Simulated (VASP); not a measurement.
Output of a VASP run:

**OSZICAR**
```
       N       E                     dE             d eps       ncg     rms          rms(c)
DAV:   1     0.164039022805E+03    0.16404E+03   -0.15028E+04  6280   0.514E+02
DAV:   2    -0.490271630251E+02   -0.21307E+03   -0.20450E+03  7164   0.181E+02
DAV:   3    -0.555561487616E+02   -0.65290E+01   -0.64789E+01  7080   0.260E+01
DAV:   4    -0.555817201103E+02   -0.25571E-01   -0.25569E-01  6884   0.177E+00
DAV:   5    -0.555818346972E+02   -0.11459E-03   -0.11459E-03  6856   0.118E-01    0.906E+00
DAV:   6    -0.461795663786E+02    0.94023E+01   -0.83312E-01  6596   0.518E+00    0.270E+00
DAV:   7    -0.429701381708E+02    0.32094E+01   -0.11700E+00  6552   0.454E+00    0.199E+00
DAV:   8    -0.497860080158E+02   -0.68159E+01   -0.84779E-01  6064   0.411E+00    0.784E-01
DAV:   9    -0.436075559487E+02    0.61785E+01   -0.29389E-01  6016   0.240E+00    0.221E-01
DAV:  10    -0.437694272440E+02   -0.16187E+00   -0.19059E-01  6304   0.195E+00    0.185E-01
DAV:  11    -0.437654472546E+02    0.39800E-02   -0.26022E-03  6956   0.212E-01    0.121E-01
DAV:  12    -0.438192857961E+02   -0.53839E-01   -0.23511E-02  6128   0.728E-01    0.919E-02
DAV:  13    -0.438358851592E+02   -0.16599E-01   -0.15445E-03  6536   0.180E-01    0.278E-02
DAV:  14    -0.438358894315E+02   -0.42723E-05   -0.13609E-04  6816   0.556E-02    0.155E-02
DAV:  15    -0.438359386928E+02   -0.49261E-04   -0.89801E-05  6212   0.460E-02    0.157E-02
DAV:  16    -0.438360374396E+02   -0.98747E-04   -0.48235E-05  6336   0.316E-02    0.359E-03
DAV:  17    -0.438360392355E+02   -0.17959E-05   -0.22518E-06  6632   0.646E-03    0.256E-03
DAV:  18    -0.438360399066E+02   -0.67107E-06   -0.40907E-07  6748   0.273E-03    0.149E-03
DAV:  19    -0.438360397652E+02    0.14137E-06   -0.52342E-08  5860   0.109E-03    0.580E-04
DAV:  20    -0.438360398040E+02   -0.38838E-07   -0.96230E-09  5560   0.499E-04
   1 F= -.43836040E+02 E0= -.43836040E+02  d E =-.386236E-27
 imaginary and real dielectric function
```

File OUTCAR:
```
------------------------ aborting loop because EDIFF is reached ----------------------------------------
  FORCE on cell =-STRESS in cart. coord.  units (eV):
  Direction    XX          YY          ZZ          XY          YZ          ZX
  --------------------------------------------------------------------------------------
  Total        0.0355904      0.0355904      0.0386645     -0.0000000      0.0000000      0.0000000
  in kB        0.8865703      0.8865703      0.9631472     -0.0000000      0.0000000      0.0000000
  external PRESSURE =       0.9120960 kB  Pullay stress =       0.0000000 kB
  volume of cell :       64.32
      direct lattice vectors                 reciprocal lattice vectors
     4.603145614  0.000000000  0.000000000     0.217242747  0.000000000  0.000000000
     0.000000000  4.603145614  0.000000000     0.000000000  0.217242747  0.000000000
     0.000000000  0.000000000  3.035437471     0.000000000  0.000000000  0.329441805
 POSITION                                       TOTAL-FORCE (eV/Angst)
 -----------------------------------------------------------------------------------
      0.00000      0.00000      0.00000         0.000000      0.000000      0.000000
      2.30157      2.30157      1.51772         0.000000      0.000000      0.000000
      1.39498      1.39498      0.00000        -0.012755     -0.012755     -0.000000
      3.69655      0.90660      1.51772        -0.012755      0.012755      0.000000
      0.90660      3.69655      1.51772         0.012755     -0.012755      0.000000
      3.20817      3.20817      0.00000         0.012755      0.012755      0.000000
 -----------------------------------------------------------------------------------
    total drift:                                0.000000     -0.000000      0.000000
  FREE ENERGIE OF THE ION-ELECTRON SYSTEM (eV)
  ---------------------------------------------------
  free  energy   TOTEN  =       -43.8360398040 eV

  energy  without entropy=      -43.8360398040  energy(sigma->0) =      -43.83603980

 plasma frequency squared (from intraband transitions) (eV^2)
  --------------------------------------------------------------------------------------
       0.000       0.000       0.000
       0.000       0.000       0.000
       0.000       0.000       0.000

 plasma frequency squared (from interband transitions, int dw w eps(2)(w)) (eV^2)
  --------------------------------------------------------------------------------------
     400.952       0.000      -0.000      -0.000       0.000       0.000
      -0.000       0.000     400.952       0.000       0.000       0.000
       0.000       0.000       0.000       0.000     405.874       0.000
```
(Selected blocks of OUTCAR.)

POSCAR:
```
MgF2
1
    4.6031456140    -0.0000000000     0.0000000000
    0.0000000000     4.6031456140     0.0000000000
    0.0000000000     0.0000000000     3.0354374715
Mg F
2 4
Direct
  1.0000000000   0.0000000000   0.0000000000
  0.5000000000   0.5000000000   0.5000000000
  0.3030487804   0.3030487804   1.0000000000
  0.8030487804   0.1969512196   0.5000000000
  0.1969512196   0.8030487804   0.5000000000
  0.6969512196   0.6969512196   0.0000000000
```

### Question
Reconstruct the remaining input files.

### Answer
This is not unique; one that fits is the input of the run itself, r2SCAN meta-GGA, plane waves, VASP's PBE PAW potentials (set 64).

File KPOINTS:
```
Regular mesh
0
gamma
 6 6 9
0 0 0
```

**INCAR**
```
ALGO = Normal
CSHIFT = 0.1
EDIFF = 1E-7
ENCUT = 520
ISMEAR = 0
LASPH = .TRUE.
LCHARG = .FALSE.
LMIXTAU = .TRUE.
LOPTICS = .TRUE.
LPEAD = .TRUE.
LREAL = .FALSE.
LWAVE = .FALSE.
METAGGA = R2SCAN
NBANDS = 60
NEDOS = 1001
NELM = 100
PREC = Accurate
SIGMA = 0.01
SYSTEM = MgF2
```

POTCAR, in this order: Mg F (PBE.64 set). Program: vasp_std.

The compound is MgF2 in the rutile structure. It was relaxed first.
